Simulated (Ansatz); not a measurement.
**Au: Field gradients at the nuclei**

The cell is a structure deposited in the COD whose atoms were relaxed with PBE, the cell held.

```
Au
1.0
     2.90000    0.00000    0.00000
    -1.45000    2.51147    0.00000
     0.00000    0.00000    4.88000
Au
2
Direct
  0.33333 0.66667 0.75000
  0.66667 0.33333 0.25000
```

Sites (sets of like atoms) are named by element and the number of their first atom in this list.

The numbers come from a DFT calculation in Ansatz (r2SCAN, plane waves and PAW, scalar-relativistic, 500 eV cutoff, Γ-centred 18×18×10 k-points, Fermi–Dirac smearing 0.05 eV).

V_zz is the principal component of the electric field gradient with the largest magnitude, η = (V_xx − V_yy)/V_zz and C_Q = eQV_zz/h.

¹⁹⁷Au: I = 3/2, Q = 547.0 mb. Nuclear quadrupole moments: year-2017 set (Pyykkö).

(1) Give the quadrupolar parameters of the distinct sites.

## Answers

(1) 

```tsv
site	atoms (order as listed)	first shell	V_zz (10²¹ V/m²)	η	C_Q (MHz)
Au	1, 2	12 Au at 2.90–2.96 Å	1.21	0.00	16.0
```

An axis of threefold or higher order runs through Au, so V_zz lies along it and η is zero.

The run finds no gap above 0.1 eV (a metal, or nearly one), so the gradients can move by 10 % or more with the k-mesh. Spin–orbit coupling is left out, which shifts gradients on Au by a few per cent in wide-gap crystals, and can shift them far more where the calculated gap is small or absent, as here. With these PAW files V_zz is typically within 2 to 3 % of all-electron values, but misses above 10 % occur on Au.
